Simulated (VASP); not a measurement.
Crystal: NaH.

```
Na H
1.0
     0.00000    2.44000    2.44000
     2.44000    0.00000    2.44000
     2.44000    2.44000    0.00000
Na H
1 1
Cartesian
  0.0000 0.0000 0.0000
  2.4400 2.4400 2.4400
```

- Program: VASP 6.6.1
- Task: relaxation of cell and atoms
- Functional: LDA
- Potentials or basis: VASP PAW LDA potentials, release 64 (Na_pv, H)
- Cutoff: 600 eV
- k mesh: 10 × 10 × 10
- Occupations: gaussian, width 0.03 eV
- Spin: no spin polarisation

At the start: pressure -2.6 GPa; volume 14.53 Å³/atom.

**Question.** Where does the relaxation end?

**Answer.** Over 4 steps the energy falls by 14.7 meV/atom and the volume is 12.89 Å³/atom (-11.3 %); space group Fm-3m (No. 225, to 0.05 Å).

The path:
```csv
step,energy change (eV),largest force (eV/Å),pressure (GPa),volume (Å³)
1,0.0000,0.0000,-2.63,29.05
2,-0.0143,0.0000,-1.98,28.06
3,-0.0287,0.0000,-0.43,26.23
4,-0.0294,0.0000,0.01,25.78
```

Final structure:
```cif
data_structure
_symmetry_space_group_name_H-M 'P 1'
_symmetry_Int_Tables_number 1
_cell_length_a 3.3157
_cell_length_b 3.3157
_cell_length_c 3.3157
_cell_angle_alpha 60.000
_cell_angle_beta 60.000
_cell_angle_gamma 60.000
_cell_volume 25.78
loop_
_atom_site_label
_atom_site_type_symbol
_atom_site_fract_x
_atom_site_fract_y
_atom_site_fract_z
_atom_site_occupancy
Na1 Na 0.00000 0.00000 0.00000 1
H1 H 0.50000 0.50000 0.50000 1
```

Caveat: the volume moved by -11 % from the deposited cell, more than functionals usually miss.
